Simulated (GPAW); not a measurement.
## free-standing triangular Ni monolayer, spacing 2.629 A: anisotropy with GPAW

Aim: the anisotropy of free-standing triangular Ni monolayer, spacing 2.629 A from the Kohn–Sham states of one collinear run.

Main program and level: GPAW 26.7.0; revPBE; plane waves with GPAW's PAW setups, scalar-relativistic.

## (1) The starting structure

The cell holds 1 atom: 1 Ni. Its edges and angles: a = 2.629 Å, b = 2.629 Å, c = 14.000 Å, α = 90.0°, β = 90.0°, γ = 120.0°. model lattice. Vacuum lies along c.

## (2) Ground-state run

All later steps read the density of this run.

order1.py

```python
import json
import numpy as np
from ase import Atoms
from ase.parallel import paropen, parprint
from gpaw import GPAW

atoms = Atoms(['Ni'],
    cell=[[2.629, 0.0, 0.0],
         [-1.3145, 2.276781, 0.0],
         [0.0, 0.0, 14.0]],
    scaled_positions=[[0.0, 0.0, 0.5]],
    pbc=True,
    magmoms=[1.0])
atoms.calc = GPAW(mode={'name': 'pw', 'ecut': 550},
    xc='revPBE',
    kpts={'size': (12, 12, 1), 'gamma': True},
    occupations={'name': 'fermi-dirac', 'width': 0.1},
    convergence={'density': 1e-05, 'energy': 1e-05},
    maxiter=200,
    symmetry={'tolerance': 1e-4},
    txt='order1.txt')
e = atoms.get_potential_energy(force_consistent=True)
res = {'free_energy': e, 'energy_sigma0': atoms.get_potential_energy(), 'fermi_energy': atoms.calc.get_fermi_level()}
res['moments'] = atoms.get_magnetic_moments().tolist()
res['total'] = atoms.get_magnetic_moment()
parprint('site moments (muB):', np.round(res['moments'], 3))
parprint(f"total moment: {res['total']:.3f} muB")
parprint(f'free energy: {e:.6f} eV')
atoms.calc.write('order1.gpw')
with paropen('results.json', 'w') as f:
    json.dump(res, f)
```

Launch:

```
> OMP_NUM_THREADS=1 python3 order1.py > order1.log
```

Numbers of over 12 decimals in the logs are rounded to 6 here.

Output:

```text
site moments (muB): [0.935]
total moment: 0.851 muB
free energy: -5.541747 eV

--- order1.txt ---
Input parameters:
  mode=PW(ecut=550),
  convergence={'density': 1e-05, 'energy': 1e-05},
  kpts=MonkhorstPack(size=(12, 12, 1), gamma=True),
  maxiter=200,
  occupations=Occupations(name='fermi-dirac', width=0.1),
  symmetry=Symmetry(tolerance=0.0001),
  xc=XC(name='revPBE')

Diagonalizing LCAO Hamiltonian
Converting LCAO to pw mode

       Ni

Atoms  # Å, Bohr magnetons
|   | symbol |        x |        y |        z |    initial magnetic moments |
|---|--------|----------|----------|----------|-----------------------------|
| 0 |     Ni | 0.000000 | 0.000000 | 7.000000 | ( 0.0000,  0.0000,  1.0000) |

Unit cell  # Å
| periodic |         x |        y |         z |   lengths |     angles |
|----------|-----------|----------|-----------|-----------|------------|
|      yes |  2.629000 | 0.000000 |  0.000000 |  2.629000 |  90.000000 |
|      yes | -1.314500 | 2.276781 |  0.000000 |  2.629000 |  90.000000 |
|      yes |  0.000000 | 0.000000 | 14.000000 | 14.000000 | 119.999998 |

Number of symmetries: 24

BZ-sampling:
  Number of BZ points: 144
  Number of IBZ points: 19

  Monkhorst-Pack size: [12, 12, 1]
  Monkhorst-Pack shift: [0.041667, 0.041667, 0.0]

Plane wave coefficients: 2481
Cutoff: 550.0 eV

Spin-components: 2 (collinear spins)
Bands:           12
Projectors:      6
Spin-degeneracy: 1
Datatype:        complex128

Parallelization:
  kpt:    1
  domain: 1
  band:   1

Density:
  Valence electrons: 16.0
  Components: 2
  Grid points: [15 15 80]
  Charge: 0.0  # |e|

Potential:
  Grid points: [15 15 80]

[... setups left out ...]
Reference energy: -41371.975667  # eV

eigensolver:
  PPCG
  Converge bands: occupied
  niter=2

density mixing:
  MSR1-Mixer
  Pratt-step length: 0.05
  Maximum mixing coefficient: 0.75
  Old densities: 10
  SVD Regularization: 0.005
  Good broyden scale: 1.0
  Trust region scale: 1.0
  Backstep threshold: 4.0
  History deletion threshold: 6.0
  Fourier metric: weight=20.0, sigma=0.015

occupation numbers:
  Fermi-Dirac:
    width: 0.1000  # eV

poisson solver:
  ecut: 4400.0  # eV

xc functional:
  name: revPBE with 2 nearest neighbor stencil

convergence criteria:
- Maximum integral of absolute [dens]ity change: 1e-05 electrons / valence electron
- Maximum [total energy] change in last 3 cyles: 1e-05 eV / valence electron
- Maximum integral of absolute [eigenst]ate change: 4e-08 eV^2 / valence electron
maximum number of iterations: 200

SCF iterations
|iter     |      energy | eigst |  dens |  magmom |
|---------|-------------|-------|-------|---------|
|iter:   1|       0s |   -6.068255 | +0.24 |       |  +1.0009|
|iter:   2|       1s |   -5.770968 | -1.00 | -1.01 |  +0.9868|
|iter:   3|       1s |   -5.472426 | -1.30 | -1.17 |  +0.9671|
|iter:   4|       2s |   -5.471396 | -2.40 | -1.63 |  +0.9379|
|iter:   5|       3s |   -5.481149 | -2.31 | -1.75 |  +0.8810|
|iter:   6|       4s |   -5.484898 | -3.19 | -2.19 |  +0.8695|
|iter:   7|       5s |   -5.493953 | -3.07 | -2.32 |  +0.8448|
|iter:   8|       5s |   -5.496581 | -3.80 | -2.53 |  +0.8459|
|iter:   9|       6s |   -5.499478 | -3.82 | -2.71 |  +0.8501|
|iter:  10|       7s |   -5.500128 | -4.65 | -3.52 |  +0.8512|
|iter:  11|       7s |   -5.499880 | -5.46 | -3.79 |  +0.8515|
|iter:  12|       8s |   -5.500017 | -5.98 | -3.92 |  +0.8515|
|iter:  13|       9s |   -5.500104 | -6.32 | -4.39 |  +0.8516|
|iter:  14|      10s |   -5.500116c| -7.16 | -4.89 |  +0.8515|
|iter:  15|      10s |   -5.500115c| -7.70c| -5.47c|  +0.8514|

Converged in 15 steps
Energy contributions relative to reference atoms: (reference = -41371.975667)

Energy contributions:
  Kinetic:           3.101271
  Coulomb:          -2.224165
  Zero:              0.121178
  External:          0.000000
  Xc:               -6.456767
  Entropy:          -0.083265
  Spinorbit:         0.000000
  ----------------------------
  Free energy:      -5.541747
  Extrapolated:     -5.500115

dipole moment: (-2.652140, -4.593642, 0.000002)  # |e|*Ang

Total magnetic moment: (0.000000, 0.000000, 0.851446)

Local magnetic moments
|        x |        y |        z |
|----------|----------|----------|
| 0.000000 | 0.000000 | 0.935328 |  # Ni   0

Fermi level: -3.229
Eigenvalues  # (at kpt = [-0.000, -0.000, 0.000])
| band index |      eig [eV] | occ [0-1] |      eig [eV] | occ [0-1] |
|------------|---------------|-----------|---------------|-----------|
|          0 |       -66.983 |     1.000 |       -65.870 |     1.000 |
|          1 |       -66.983 |     1.000 |       -65.870 |     1.000 |
|          2 |       -66.703 |     1.000 |       -65.575 |     1.000 |
|          3 |        -8.212 |     1.000 |        -8.241 |     1.000 |
|          4 |        -5.037 |     1.000 |        -4.254 |     1.000 |
|          5 |        -5.037 |     1.000 |        -4.156 |     1.000 |
|          6 |        -4.728 |     1.000 |        -4.156 |     1.000 |
|          7 |        -4.206 |     1.000 |        -2.913 |     0.041 |
|          8 |        -4.206 |     1.000 |        -2.913 |     0.041 |
|          9 |        -1.957 |     0.000 |        -2.089 |     0.000 |
|         10 |         1.419 |     0.000 |         1.367 |     0.000 |
|         11 |         2.436 |     0.000 |         2.350 |     0.000 |

No gap
No difference between direct/indirect transitions
```

The job ended after 13 s (1 MPI rank of Intel Xeon 6975P-C (Granite Rapids), shared host; peak memory 0.19 GiB).

Numbers from this step:

* magnetization: 0.8514 μB
* final state: ferromagnetic
* largest moment: 0.9353 μB

After 15 cycles the largest moment stands at 0.935 μB.

## (3) Non-self-consistent run

The steps that follow sum over empty states, which the ground-state run does not converge; 12 states a spin are converged here at the frozen density and written with their wave functions.

It starts from the saved density of the lowest of the states tried.

nscf.py

```python
from gpaw import GPAW

calc = GPAW('order1.gpw').fixed_density(
    kpts={'size': (12, 12, 1), 'gamma': True},
    nbands=16,
    convergence={'bands': 12, 'eigenstates': 1e-9},
    eigensolver='ppcg',
    parallel={'domain': 1},
    txt='nscf.txt')
calc.write('nscf.gpw', mode='all')
```

Launch:

```
> OMP_NUM_THREADS=1 python3 nscf.py > nscf.log
```

Output:

```text
Input parameters:
  mode=PW(ecut=550),
  convergence={'bands': 12, 'eigenstates': 1e-09},
  eigensolver=PPCG(niter=2, min_niter=1, max_buffer_mem=209715200, blocksize=None, rr_modulo=5, include_cg=True, promote_inner_dtype=False, tolerances=None),
  gpts=array([15, 15, 80]),
  kpts=MonkhorstPack(size=(12, 12, 1), gamma=True),
  maxiter=200,
  nbands=16,
  occupations=Occupations(name='fermi-dirac', width=0.1),
  parallel={'domain': 1},
  symmetry=Symmetry(tolerance=0.0001),
  xc=XC(name='revPBE')
```

Wall time 12 s (1 MPI rank); peak memory 0.21 GiB.

## (4) Easy axis by the force theorem

Spin–orbit coupling is added in the basis of the saved states for each direction of the moments. The change in the band energy is the anisotropy energy, with no new self-consistent run.

anisotropy.py

```python
import json
import numpy as np
from ase.parallel import paropen, parprint
from gpaw import GPAW
from gpaw.spinorbit import soc_eigenstates

calc = GPAW('nscf.gpw')
angles = [[0.0, 0.0], [90.0, 0.0], [90.0, 90.0], [15.0, 0.0], [30.0, 0.0], [45.0, 0.0], [60.0, 0.0], [75.0, 0.0]]  # theta, phi in degrees
res = {'rows': []}
for scale in [1.0, 0.5, 2.0]:
    e0 = None
    for theta, phi in angles:
        soc = soc_eigenstates(calc, n2=12, scale=scale, theta=theta, phi=phi)
        e = soc.calculate_band_energy()
        e0 = e if e0 is None else e0
        orbital = soc.get_orbital_magnetic_moments()
        res['rows'].append([scale, theta, phi, 1000 * (e - e0), orbital.tolist()])
        parprint(f'scale {scale} theta {theta:6.1f} phi {phi:6.1f}  dE = {1000 * (e - e0):9.4f} meV  |L| =', np.round(np.linalg.norm(orbital, axis=1), 4))
with paropen('results.json', 'w') as f:
    json.dump(res, f)
```

Launch:

```
> OMP_NUM_THREADS=1 python3 anisotropy.py > anisotropy.log
```

Output:

```text
scale 1.0 theta    0.0 phi    0.0  dE =    0.0000 meV  |L| = [0.1109]
scale 1.0 theta   90.0 phi    0.0  dE =   -1.7012 meV  |L| = [0.2092]
scale 1.0 theta   90.0 phi   90.0  dE =   -1.7012 meV  |L| = [0.2092]
scale 1.0 theta   15.0 phi    0.0  dE =   -0.1137 meV  |L| = [0.1201]
scale 1.0 theta   30.0 phi    0.0  dE =   -0.4245 meV  |L| = [0.1422]
scale 1.0 theta   45.0 phi    0.0  dE =   -0.8495 meV  |L| = [0.1677]
scale 1.0 theta   60.0 phi    0.0  dE =   -1.2751 meV  |L| = [0.1896]
scale 1.0 theta   75.0 phi    0.0  dE =   -1.5870 meV  |L| = [0.2042]
scale 0.5 theta    0.0 phi    0.0  dE =    0.0000 meV  |L| = [0.0564]
scale 0.5 theta   90.0 phi    0.0  dE =   -0.4368 meV  |L| = [0.1067]
scale 0.5 theta   90.0 phi   90.0  dE =   -0.4368 meV  |L| = [0.1067]
scale 0.5 theta   15.0 phi    0.0  dE =   -0.0292 meV  |L| = [0.0611]
scale 0.5 theta   30.0 phi    0.0  dE =   -0.1091 meV  |L| = [0.0724]
scale 0.5 theta   45.0 phi    0.0  dE =   -0.2183 meV  |L| = [0.0854]
scale 0.5 theta   60.0 phi    0.0  dE =   -0.3275 meV  |L| = [0.0966]
scale 0.5 theta   75.0 phi    0.0  dE =   -0.4075 meV  |L| = [0.1041]
scale 2.0 theta    0.0 phi    0.0  dE =    0.0000 meV  |L| = [0.2116]
scale 2.0 theta   90.0 phi    0.0  dE =   -6.2145 meV  |L| = [0.3938]
scale 2.0 theta   90.0 phi   90.0  dE =   -6.2110 meV  |L| = [0.3938]
scale 2.0 theta   15.0 phi    0.0  dE =   -0.4124 meV  |L| = [0.229]
scale 2.0 theta   30.0 phi    0.0  dE =   -1.5417 meV  |L| = [0.2704]
scale 2.0 theta   45.0 phi    0.0  dE =   -3.0912 meV  |L| = [0.3177]
scale 2.0 theta   60.0 phi    0.0  dE =   -4.6487 meV  |L| = [0.3582]
scale 2.0 theta   75.0 phi    0.0  dE =   -5.7942 meV  |L| = [0.3847]
```

It took 4.8 s on 1 MPI rank; peak memory 0.15 GiB.

Directions, in the order of the table: the normal; the first cell vector; the in-plane normal to it; 0.17 of the way from the normal to the first cell vector; 0.33 of the way from the normal to the first cell vector; 0.50 of the way from the normal to the first cell vector; 0.67 of the way from the normal to the first cell vector; 0.83 of the way from the normal to the first cell vector.

Theta from the Cartesian z axis, phi from x; spin up lies along the direction. Anisotropy, by row:

| spin-orbit scale | theta (degrees) | phi (degrees) | band energy less the first direction's (meV a cell) | orbital moment of atom 1 along the direction (μB) | sum of orbital moments along the direction (μB a cell) |
| --- | --- | --- | --- | --- | --- |
| 1 | 0 | 0 | 0 | 0.1109 | 0.1109 |
| 1 | 90 | 0 | -1.701 | 0.2092 | 0.2092 |
| 1 | 90 | 90 | -1.701 | 0.2092 | 0.2092 |
| 1 | 15 | 0 | -0.1137 | 0.1175 | 0.1175 |
| 1 | 30 | 0 | -0.4245 | 0.1355 | 0.1355 |
| 1 | 45 | 0 | -0.8495 | 0.1602 | 0.1602 |
| 1 | 60 | 0 | -1.275 | 0.1847 | 0.1847 |
| 1 | 75 | 0 | -1.587 | 0.2027 | 0.2027 |
| 0.5 | 0 | 0 | 0 | 0.05644 | 0.05644 |
| 0.5 | 90 | 0 | -0.4368 | 0.1067 | 0.1067 |
| 0.5 | 90 | 90 | -0.4368 | 0.1067 | 0.1067 |
| 0.5 | 15 | 0 | -0.02924 | 0.05981 | 0.05981 |
| 0.5 | 30 | 0 | -0.1091 | 0.06901 | 0.06901 |
| 0.5 | 45 | 0 | -0.2183 | 0.08158 | 0.08158 |
| 0.5 | 60 | 0 | -0.3275 | 0.09414 | 0.09414 |
| 0.5 | 75 | 0 | -0.4075 | 0.1033 | 0.1033 |
| 2 | 0 | 0 | 0 | 0.2116 | 0.2116 |
| 2 | 90 | 0 | -6.215 | 0.3938 | 0.3938 |
| 2 | 90 | 90 | -6.211 | 0.3938 | 0.3938 |
| 2 | 15 | 0 | -0.4124 | 0.224 | 0.224 |
| 2 | 30 | 0 | -1.542 | 0.2577 | 0.2577 |
| 2 | 45 | 0 | -3.091 | 0.3034 | 0.3034 |
| 2 | 60 | 0 | -4.649 | 0.3488 | 0.3488 |
| 2 | 75 | 0 | -5.794 | 0.3818 | 0.3818 |

## (5) Results

```json
{
 "state": "ferromagnetic",
 "largest site moment": "0.935 μB",
 "spread of the directions' energies": "1.70 meV a cell",
 "easiest direction tried": "the plane normal to the layer's normal"
}
```

What this shows: About the ferromagnetic state the directions differ by 1.70 meV a cell, with the plane normal to the layer's normal easiest. The anisotropy comes from the force theorem at a frozen potential; it needs a check on a finer mesh, and shape anisotropy is not in it. Doubling the coupling multiplies the difference between the first two directions by 3.7; second-order perturbation theory gives 4.

[Logs and program files are shortened in this print: banners, set-up blocks, solver, clock and traceback lines can be left out without a mark of their own.]

[Logs are printed without paths, hosts, clocks, repeated set-up lines and the standing remarks that a program may print on its own settings, such as how far it seeks lower states.]

[Hosts, paths, dates, database ids (printed as entryN), source tags and the programs' standing remarks are cut or masked in the printed files.]

[Where a cell is said to come from a database of computed structures, the database is the Materials Project.]
